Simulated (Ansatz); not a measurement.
The system is ZrN.

```
Zr N
1.0
     0.00000    2.30000    2.30000
     2.30000    0.00000    2.30000
     2.30000    2.30000    0.00000
Zr N
1 1
Direct
  0.50000 0.50000 0.50000
  0.00000 0.00000 0.00000
```

Base run:

- Program: Ansatz 0.2.0
- Functional: PBEsol
- Potentials or basis: all-electron LAPW, scalar-relativistic
- Cutoff: 281 eV (chosen from the basis error)
- Basis error allowed: 0.001 eV/atom
- k mesh: 10 × 10 × 10
- Occupations: fermi-dirac, width 0.05 eV
- Spin: no spin polarisation

Its results: pressure -7.8 GPa.

Problem. After a change of settings the same cell gave: pressure -12.6 GPa. Which change was it?
A. functional from PBEsol to BLYP
B. functional from PBEsol to PBE
C. functional from PBEsol to revPBE
D. functional from PBEsol to LDA

Solution. D.

LDA binds more tightly than PBEsol, so the same cell stands under less pressure.
